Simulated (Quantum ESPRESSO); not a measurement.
# Al (Fm-3m) in Quantum ESPRESSO: further runs

One crystal, Al, is run at these levels: r2SCAN; tasks: single point, equation of state.

All numbers are computed with Quantum ESPRESSO 7.5; they aren't measurements. Logs are shortened: lines on timing, memory, paths and dates and some standing lists are left out, and cuts for length are marked.

**The experiment to reproduce.**

“The interpretation of polycrystalline coherent inelastic neutron scattering from aluminium”, 2013, pmc:3831299 quotes, for a bulk crystal of Al: bulk modulus 76.9 GPa.

The results are compared with them further down.

## 1. Starting point

The structure is cubic, space group Fm-3m (No. 225). The conventional cell has a = 4.050 Å, b = 4.050 Å, c = 4.050 Å, α = 90.00°, β = 90.00°, γ = 90.00°. Around Al (site symmetry m-3m) lie 12 Al at 2.86 Å.

## 2. Single point, r2SCAN, 15.61 Å³/atom

pw.in

```
&CONTROL
  calculation = 'scf'
  prefix = 'pwscf'
  outdir = './tmp'
  pseudo_dir = './pseudo'
  tstress = .true.
  disk_io = 'nowf'
/
&SYSTEM
  ibrav = 0
  nat = 1
  ntyp = 1
  ecutwfc = 75
  nbnd = 11
  input_dft = 'r2scan'
  occupations = 'smearing'
  smearing = 'fd'
  degauss = 0.00367493
  nosym = .true.
  nr1 = 32
  nr2 = 32
  nr3 = 32
/
&ELECTRONS
  conv_thr = 1d-08
  electron_maxstep = 120
  mixing_beta = 0.5
/
ATOMIC_SPECIES
Al    26.9815 Al_ONCV_PBE-1.2.upf
CELL_PARAMETERS angstrom
   0.0000000000    1.9834708509    1.9834708509
   1.9834708509    0.0000000000    1.9834708509
   1.9834708509    1.9834708509    0.0000000000
ATOMIC_POSITIONS crystal
Al     0.0000000000    0.0000000000    0.0000000000
K_POINTS automatic
8 8 8 0 0 0
```

Potentials or basis: SG15 PBE 1.2.

Started as:

```console
> OMP_NUM_THREADS=1 mpirun -n 4 pw.x -nk 4 -in pw.in > pw.out
```

pw.out:

```text
This program is part of the open-source Quantum ESPRESSO suite
     for quantum simulation of materials; please cite
         "P. Giannozzi et al., J. Phys.:Condens. Matter 21 395502 (2009);
         "P. Giannozzi et al., J. Phys.:Condens. Matter 29 465901 (2017);
         "P. Giannozzi et al., J. Chem. Phys. 152 154105 (2020);
     in publications or presentations arising from this work. More details at

     IMPORTANT: XC functional enforced from input :
     Exchange-correlation= R2SCAN
                           (   0   0   0   0   0 497 498)
     Any further DFT definition will be discarded
     Please, verify this is what you really want

     K-points division:     npool     =       4
     Subspace diagonalization in iterative solution of the eigenvalue problem:
     a serial algorithm will be used

     G-vector sticks info
     --------------------
     sticks:   dense  smooth     PW     G-vecs:    dense   smooth      PW
     Sum         583     583    199                 9305     9305    1759

     Using Slab Decomposition

     bravais-lattice index     =            0
     lattice parameter (alat)  =       5.3008  a.u.
     unit-cell volume          =     105.3184 (a.u.)^3
     number of atoms/cell      =            1
     number of atomic types    =            1
     number of electrons       =        11.00
     number of Kohn-Sham states=           11
     kinetic-energy cutoff     =      75.0000  Ry
     charge density cutoff     =     300.0000  Ry
     scf convergence threshold =      1.0E-08
     mixing beta               =       0.5000
     number of iterations used =            8  plain     mixing
     Exchange-correlation= R2SCAN
                           (   0   0   0   0   0 497 498)

     celldm(1)=   5.300779  celldm(2)=   0.000000  celldm(3)=   0.000000
     celldm(4)=   0.000000  celldm(5)=   0.000000  celldm(6)=   0.000000

     crystal axes: (cart. coord. in units of alat)
               a(1) = (   0.000000   0.707107   0.707107 )
               a(2) = (   0.707107   0.000000   0.707107 )
               a(3) = (   0.707107   0.707107   0.000000 )

     reciprocal axes: (cart. coord. in units 2 pi/alat)
               b(1) = ( -0.707107  0.707107  0.707107 )
               b(2) = (  0.707107 -0.707107  0.707107 )
               b(3) = (  0.707107  0.707107 -0.707107 )

     PseudoPot. # 1 for Al read from file:
     Al_ONCV_PBE-1.2.upf
     Pseudo is Norm-conserving, Zval = 11.0
     Generated using ONCVPSP code by D. R. Hamann
     Using radial grid of  602 points,  4 beta functions with:
                l(1) =   0
                l(2) =   0
                l(3) =   1
                l(4) =   1

     atomic species   valence    mass     pseudopotential
     Al               11.00    26.98150     Al( 1.00)

     No symmetry found

   Cartesian axes

     site n.     atom                  positions (alat units)
         1        Al     tau(   1) = (   0.0000000   0.0000000   0.0000000  )

     number of k points=   260  Fermi-Dirac smearing, width (Ry)=  0.0037

     Number of k-points >= 100: set verbosity='high' to print them.

     Dense  grid:     9305 G-vectors     FFT dimensions: (  32,  32,  32)

     WARNING: libxc functional with ID  497 depends
      on external parameters: check the user_guide of
      QE if you need to modify them or to check their
      default values.

     WARNING: libxc functional with ID  498 depends
      on external parameters: check the user_guide of
      QE if you need to modify them or to check their
      default values.

     Initial potential from superposition of free atoms

     starting charge      10.9185, renormalised to      11.0000
     Starting wfcs are random

     Self-consistent Calculation

     iteration #  1     ecut=    75.00 Ry     beta= 0.50
     Davidson diagonalization with overlap
     ethr =  1.00E-02,  avg # of iterations =  7.8

     total energy              =    -138.46358208 Ry
     estimated scf accuracy    <      34.02086838 Ry

     iteration #  2     ecut=    75.00 Ry     beta= 0.50
     Davidson diagonalization with overlap
     ethr =  1.00E-02,  avg # of iterations =  1.0

     total energy              =    -138.48945626 Ry
     estimated scf accuracy    <       7.68705295 Ry

     iteration #  3     ecut=    75.00 Ry     beta= 0.50
     Davidson diagonalization with overlap
     ethr =  1.00E-02,  avg # of iterations =  1.0

     total energy              =    -138.49247046 Ry
     estimated scf accuracy    <       0.01614901 Ry

     iteration #  4     ecut=    75.00 Ry     beta= 0.50
     Davidson diagonalization with overlap
     ethr =  1.47E-04,  avg # of iterations =  1.6

     total energy              =    -138.49251548 Ry
     estimated scf accuracy    <       0.00082203 Ry

     iteration #  5     ecut=    75.00 Ry     beta= 0.50
     Davidson diagonalization with overlap
     ethr =  7.47E-06,  avg # of iterations =  2.9

     total energy              =    -138.49252046 Ry
     estimated scf accuracy    <       0.00000888 Ry

     iteration #  6     ecut=    75.00 Ry     beta= 0.50
     Davidson diagonalization with overlap
     ethr =  8.08E-08,  avg # of iterations =  1.8

     total energy              =    -138.49252072 Ry
     estimated scf accuracy    <       0.00000070 Ry

     iteration #  7     ecut=    75.00 Ry     beta= 0.50
     Davidson diagonalization with overlap
     ethr =  6.32E-09,  avg # of iterations =  1.0

     total energy              =    -138.49252074 Ry
     estimated scf accuracy    <       0.00000018 Ry

     iteration #  8     ecut=    75.00 Ry     beta= 0.50
     Davidson diagonalization with overlap
     ethr =  1.65E-09,  avg # of iterations =  1.0

     total energy              =    -138.49252074 Ry
     estimated scf accuracy    <       0.00000001 Ry

     iteration #  9     ecut=    75.00 Ry     beta= 0.50
     Davidson diagonalization with overlap
     ethr =  1.36E-10,  avg # of iterations =  1.0

     End of self-consistent calculation

     Number of k-points >= 100: set verbosity='high' to print the bands.

     the Fermi energy is    11.8172 ev

!    total energy              =    -138.49252074 Ry
     estimated scf accuracy    <          9.3E-10 Ry
     smearing contrib. (-TS)   =      -0.00018865 Ry
     internal energy E=F+TS    =    -138.49233209 Ry

     The total energy is F=E-TS. E is the sum of the following terms:
     one-electron contribution =     -82.42053214 Ry
     hartree contribution      =      33.70801272 Ry
     xc contribution           =     -15.77551173 Ry
     ewald contribution        =     -74.00430094 Ry

     convergence has been achieved in   9 iterations

     Computing stress (Cartesian axis) and pressure

          total   stress  (Ry/bohr**3)                   (kbar)     P=       39.40
   0.00026783  -0.00000000   0.00000000           39.40       -0.00        0.00
  -0.00000000   0.00026783   0.00000000           -0.00       39.40        0.00
   0.00000000   0.00000000   0.00026783            0.00        0.00       39.40

=------------------------------------------------------------------------------=
   JOB DONE.
=------------------------------------------------------------------------------=
```

Run time: 30 s. Hardware: 4 MPI ranks of Arm Neoverse V1, shared host; peak memory 0.28 GiB.

Results:

```yaml
Free_energy: -1884.2867 eV
Pressure: 3.9 GPa
Band_gap_on_the_k_mesh: none (metal or under the smearing width)
```

Caveat: the k mesh is coarse; the potentials were made for another functional, which shifts forces and pressure.

## 3. Single point, r2SCAN, 15.94 Å³/atom

pw.in, as its differences from that of step 2:

```diff
@@ -31,5 +31,5 @@
 CELL_PARAMETERS angstrom
-   0.0000000000    1.9834708509    1.9834708509
-   1.9834708509    0.0000000000    1.9834708509
-   1.9834708509    1.9834708509    0.0000000000
+   0.0000000000    1.9974394157    1.9974394157
+   1.9974394157    0.0000000000    1.9974394157
+   1.9974394157    1.9974394157    0.0000000000
 ATOMIC_POSITIONS crystal
```

Potentials or basis: SG15 PBE 1.2.

Started as:

```console
> OMP_NUM_THREADS=1 mpirun -n 4 pw.x -nk 4 -in pw.in > pw.out
```

Wall time 30 s (4 MPI ranks of Arm Neoverse V1, shared host); peak memory 0.28 GiB.

Results (log left out):

| Property | Result |
| --- | --- |
| Free energy | -1884.2928 eV |
| Pressure | 1.8 GPa |
| Band gap on the k mesh | none (metal or under the smearing width) |

Caveat: the k mesh is coarse; the potentials were made for another functional, which shifts forces and pressure.

## 4. Single point, r2SCAN, 16.27 Å³/atom

pw.in, as its differences from that of step 3:

```diff
@@ -31,5 +31,5 @@
 CELL_PARAMETERS angstrom
-   0.0000000000    1.9974394157    1.9974394157
-   1.9974394157    0.0000000000    1.9974394157
-   1.9974394157    1.9974394157    0.0000000000
+   0.0000000000    2.0112152952    2.0112152952
+   2.0112152952    0.0000000000    2.0112152952
+   2.0112152952    2.0112152952    0.0000000000
 ATOMIC_POSITIONS crystal
```

Started as:

```console
> OMP_NUM_THREADS=1 mpirun -n 4 pw.x -nk 4 -in pw.in > pw.out
```

Run time: 31 s. Hardware: 4 MPI ranks of Arm Neoverse V1, shared host; peak memory 0.28 GiB.

It converged, with:

```
Free energy            : -1884.2947 eV
Pressure               : -0.1 GPa
Band gap on the k mesh : none (metal or under the smearing width)
```

Caveat: the k mesh is coarse; the potentials were made for another functional, which shifts forces and pressure.

## 5. Single point, r2SCAN, 16.60 Å³/atom

pw.in, as its differences from that of step 4:

```diff
@@ -31,5 +31,5 @@
 CELL_PARAMETERS angstrom
-   0.0000000000    2.0112152952    2.0112152952
-   2.0112152952    0.0000000000    2.0112152952
-   2.0112152952    2.0112152952    0.0000000000
+   0.0000000000    2.0248050000    2.0248050000
+   2.0248050000    0.0000000000    2.0248050000
+   2.0248050000    2.0248050000    0.0000000000
 ATOMIC_POSITIONS crystal
```

Started as:

```console
> OMP_NUM_THREADS=1 mpirun -n 4 pw.x -nk 4 -in pw.in > pw.out
```

It took 31 s on 4 MPI ranks of Arm Neoverse V1, shared host; peak memory 0.28 GiB.

It converged, with:

| Item | Value |
| --- | --- |
| Free energy | -1884.2928 eV |
| Pressure | -1.8 GPa |
| Band gap on the k mesh | none (metal or under the smearing width) |

Caveat: the k mesh is coarse; the potentials were made for another functional, which shifts forces and pressure.

## 6. Single point, r2SCAN, 16.93 Å³/atom

pw.in, as its differences from that of step 5:

```diff
@@ -31,5 +31,5 @@
 CELL_PARAMETERS angstrom
-   0.0000000000    2.0248050000    2.0248050000
-   2.0248050000    0.0000000000    2.0248050000
-   2.0248050000    2.0248050000    0.0000000000
+   0.0000000000    2.0382146954    2.0382146954
+   2.0382146954    0.0000000000    2.0382146954
+   2.0382146954    2.0382146954    0.0000000000
 ATOMIC_POSITIONS crystal
```

Potentials or basis: SG15 PBE 1.2.

Started as:

```console
> OMP_NUM_THREADS=1 mpirun -n 4 pw.x -nk 4 -in pw.in > pw.out
```

Wall time 31 s (4 MPI ranks of Arm Neoverse V1, shared host); peak memory 0.28 GiB.

It converged, with:

```yaml
Free_energy: -1884.2875 eV
Pressure: -3.4 GPa
Band_gap_on_the_k_mesh: none (metal or under the smearing width)
```

Caveat: the k mesh is coarse; the potentials were made for another functional, which shifts forces and pressure.

## 7. Single point, r2SCAN, 17.27 Å³/atom

pw.in, as its differences from that of step 6:

```diff
@@ -31,5 +31,5 @@
 CELL_PARAMETERS angstrom
-   0.0000000000    2.0382146954    2.0382146954
-   2.0382146954    0.0000000000    2.0382146954
-   2.0382146954    2.0382146954    0.0000000000
+   0.0000000000    2.0514502267    2.0514502267
+   2.0514502267    0.0000000000    2.0514502267
+   2.0514502267    2.0514502267    0.0000000000
 ATOMIC_POSITIONS crystal
```

Started as:

```console
> OMP_NUM_THREADS=1 mpirun -n 4 pw.x -nk 4 -in pw.in > pw.out
```

Wall time 31 s (4 MPI ranks of Arm Neoverse V1, shared host); peak memory 0.28 GiB.

Results (log left out):

```yaml
Free_energy: -1884.2793 eV
Pressure: -4.8 GPa
Band_gap_on_the_k_mesh: none (metal or under the smearing width)
```

Caveat: the k mesh is coarse; the potentials were made for another functional, which shifts forces and pressure.

## 8. Single point, r2SCAN, 17.60 Å³/atom

pw.in, as its differences from that of step 7:

```diff
@@ -31,5 +31,5 @@
 CELL_PARAMETERS angstrom
-   0.0000000000    2.0514502267    2.0514502267
-   2.0514502267    0.0000000000    2.0514502267
-   2.0514502267    2.0514502267    0.0000000000
+   0.0000000000    2.0645171409    2.0645171409
+   2.0645171409    0.0000000000    2.0645171409
+   2.0645171409    2.0645171409    0.0000000000
 ATOMIC_POSITIONS crystal
```

Started as:

```console
> OMP_NUM_THREADS=1 mpirun -n 4 pw.x -nk 4 -in pw.in > pw.out
```

Run time: 33 s. Hardware: 4 MPI ranks of Arm Neoverse V1, shared host; peak memory 0.28 GiB.

Results (log left out):

- Free energy: -1884.2682 eV
- Pressure: -6.0 GPa
- Band gap on the k mesh: none (metal or under the smearing width)

Caveat: the k mesh is coarse; the potentials were made for another functional, which shifts forces and pressure.

## 9. Equation of state, r2SCAN

Potentials or basis: SG15 PBE 1.2.

This step only gathers the single runs of the series.

Results:

| Quantity | Value |
| --- | --- |
| Equilibrium volume | 16.26 Å³/atom |
| Bulk modulus | 89 GPa |
| Pressure derivative of the bulk modulus | 4.4 |

Energy against volume, from the lowest point:
| volume (Å³/atom) | energy (meV/atom) |
| --- | --- |
| 15.607 | 7.97 |
| 15.939 | 1.89 |
| 16.271 | 0.00 |
| 16.603 | 1.90 |
| 16.935 | 7.18 |
| 17.267 | 15.45 |
| 17.599 | 26.48 |

Caveat: the k mesh is coarse; the potentials were made for another functional, which shifts forces and pressure.

## 10. How close it comes

Step 9. A measured bulk modulus of Al is 76.9 GPa (quoted in “The interpretation of polycrystalline coherent inelastic neutron scattering from aluminium”, 2013, pmc:3831299); the calculated 89 GPa misses it by +15.9 %. The fit is for a static lattice scaled at fixed shape and fixed fractional positions.
